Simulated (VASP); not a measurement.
# AlN: convergence, energy difference of two geometries

AlN, P6_3mc (no. 186), 4 atoms in the cell. RevPBE, energy difference of two geometries; PAW potentials Al, N (PBE set). VASP 6.6.1.

Wanted: energy difference within 0.125 meV/atom.

What the run is for: energy difference; Accuracy asked: tight; Second geometry: last atom moved by 0.04 A along z, cell strained by +1.5% along z.

The series start from Plane-wave cutoff (eV): 520; k-point mesh: 8 × 8 × 5; Precision mode (PREC): Accurate; Aspherical gradient terms in the spheres (LASPH): yes; Electronic algorithm: ALGO=Normal. Each series keeps the choices made before it, and each single choice may use up half of a tolerance. Times cover all steps of a run.

## Plane-wave cutoff (eV)

| Plane-wave cutoff (eV) | Energy difference (meV/atom) | Time (s) |
|---|---|---|
| 320 | 0.34 | 29 |
| 400 | 0.51 | 35 |
| 460 | 0.58 | 42 |
| 520 | 0.64 | 57 |
| 600 | 0.65 | 59 |
| 700 | 0.64 | 63 |
| 840 (reference) | 0.62 | 69 |

Chosen: 460, the loosest value from which every tighter one stays within half of the tolerance.

## k-point mesh

| k-point mesh | Energy difference (meV/atom) | Time (s) |
|---|---|---|
| 3 × 3 × 2 | 1.16 | 11 |
| 4 × 4 × 2 | 0.73 | 12 |
| 4 × 4 × 3 | 0.55 | 11 |
| 5 × 5 × 3 | 0.64 | 13 |
| 7 × 7 × 4 | 0.65 | 23 |
| 8 × 8 × 5 | 0.58 | 42 |
| 10 × 10 × 6 | 0.60 | 42 |
| 13 × 13 × 7 | 0.57 | 62 |
| 16 × 16 × 9 (reference) | 0.59 | 113 |

Chosen: 4 × 4 × 3.

## Precision mode (PREC)

| Precision mode (PREC) | Energy difference (meV/atom) | Time (s) |
|---|---|---|
| Low | 0.56 | 5.4 |
| SingleN | 0.41 | 5.3 |
| Normal | 0.55 | 6.2 |
| Accurate (reference) | 0.55 | 11 |

Chosen: Normal.

## Aspherical gradient terms in the spheres (LASPH)

| Aspherical gradient terms in the spheres (LASPH) | Energy difference (meV/atom) | Time (s) |
|---|---|---|
| yes | 0.55 | 6.2 |
| no | 0.55 | 3.9 |

Chosen: yes; no would be accurate enough too and is faster here.

## Electronic algorithm

| Electronic algorithm | Energy difference (meV/atom) | Time (s) |
|---|---|---|
| ALGO=Normal | 0.55 | 6.2 |
| ALGO=Fast | 0.55 | 6.5 |
| ALGO=VeryFast | 0.55 | 7.2 |
| ALGO=All ISEARCH=1 | 0.55 | 8.6 |
| ALGO=All ISEARCH=0 | 0.55 | 7.9 |
| ALGO=Damped TIME=0.4 | 0.55 | 8.2 |
| ALGO=Damped TIME=0.1 | 0.55 | 12 |

Chosen: ALGO=Normal; no other choice that stays within half of the tolerance saves 30 % of the time.

## All choices together

| Input | Energy difference (meV/atom) | Time (s) |
|---|---|---|
| the program's defaults (naive) | 0.72 | 6.9 |
| chosen settings | 0.55 | 6.2 |
| reference settings throughout | 0.61 | 244 |

The tolerance is met.

## The input

INCAR:
```
GGA = RE ; ISMEAR = 0
SIGMA = 0.03 ; LWAVE = F
LCHARG = F ; ISIF = 2
PREC = Normal ; LASPH = T
LREAL = F ; ALGO = Normal
EDIFF = 1E-6 ; NELM = 120
GGA_COMPAT = F ; ENCUT = 460
EFERMI = MIDGAP
```

KPOINTS:
```
Automatic mesh
0
Gamma
  4 4 3
  0 0 0
```

POSCAR.step1:
```
AlN
1.0
    3.1130000000      0.0000000000      0.0000000000
   -1.5565000000      2.6959370820      0.0000000000
    0.0000000000      0.0000000000      4.9810000000
Al N
2 2
Direct
    0.6666666667      0.3333333333      0.5000000000
    0.3333333333      0.6666666667      0.0000000000
    0.6666666667      0.3333333333      0.8800000000
    0.3333333333      0.6666666667      0.3800000000
```

POSCAR.step2:
```
AlN
1.0
    3.1130000000      0.0000000000      0.0000000000
   -1.5565000000      2.6959370820      0.0000000000
    0.0000000000      0.0000000000      5.0557150000
Al N
2 2
Direct
    0.6666666700      0.3333333300      0.5000000000
    0.3333333300      0.6666666700      0.0000000000
    0.6666666700      0.3333333300      0.8800000000
    0.3333333300      0.6666666700      0.3880305200
```

Commands (each step's output is kept before the next begins):
```
cat potpaw_PBE.64/Al/POTCAR potpaw_PBE.64/N/POTCAR > POTCAR
cp POSCAR.step1 POSCAR
mpirun -np 1 vasp_std > vasp.out
cp POSCAR.step2 POSCAR
mpirun -np 1 vasp_std > vasp.out
```

The naive input happens to agree within the tolerance here, in 6.9 s.

The chosen input took VASP 6.6.1 6.2 s on 1 core (AMD EPYC 7R43 (Zen 3)), a shared host.

## An input that fails: mixing far too strong

VASP's message: ERROR FEXCP: supplied Exchange-correletion table is too small, maximal index : 4769.

Changes against the starting input:
```
- NELM = 120
+ NELM = 95
+ IMIX = 1
+ AMIX = 2.5
+ BMIX = 0.0001
```
